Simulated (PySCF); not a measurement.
# Choosing a basis for TDDFT

1-butene, C4H8.
Bonds: C1–C2 (double), C2–C3, C3–C4. Hydrogens: H5, H6 on C1; H7 on C2; H8, H9 on C3; H10, H11, H12 on C4.

TDDFT with PBE0 (PySCF), vertical singlets, core orbitals frozen in the response, spherical d and f functions. The structure is a single PBE0-D3(BJ)/def2-SVP conformer in the gas phase; no vibrational or solvent corrections.

| basis | functions | diffuse | S1 (eV) | S2 (eV) | S3 (eV) | S4 (eV) | S5 (eV) | LUMO (eV) | α (au) |
| --- | --- | --- | --- | --- | --- | --- | --- | --- | --- |
| 6-31G* | 72 | no | 7.87 | 8.27 | 8.78 | 8.93 | 9.26 | 0.89 | 42.6 |
| 6-31+G* | 88 | yes | 6.80 | 7.09 | 7.27 | 7.42 | 7.69 | 0.24 | 49.0 |
| def2-SVP | 96 | no | 7.70 | 8.07 | 8.25 | 8.55 | 8.60 | 0.58 | 44.8 |
| aug-cc-pVDZ | 164 | yes | 6.41 | 6.82 | 6.86 | 7.09 | 7.24 | -0.02 | 53.7 |
| def2-TZVP | 172 | no | 7.35 | 7.69 | 7.92 | 8.15 | 8.41 | 0.34 | 50.6 |
| def2-TZVPD | 220 | yes | 6.76 | 7.17 | 7.26 | 7.48 | 7.71 | 0.20 | 53.4 |

Q: Compare the sets with the largest diffuse one.

A: States are compared by their number. Against the largest diffuse basis here (def2-TZVPD, itself not a converged limit), sets without diffuse functions differ by up to 1.11 eV in S1 and 1.55 eV in S5; the smaller diffuse sets differ by up to 0.35 and 0.47 eV. State by state, the largest deviation of a set without diffuse functions is S1 1.11, S2 1.10, S3 1.53, S4 1.45, S5 1.55 eV. The same number needn't mean the same state in each row. Against def2-TZVPD the polarisability deviates by -20% in 6-31G*, -8% in 6-31+G*, -16% in def2-SVP, +1% in aug-cc-pVDZ, -5% in def2-TZVP. A single + in a Pople set puts diffuse functions on heavy atoms only.
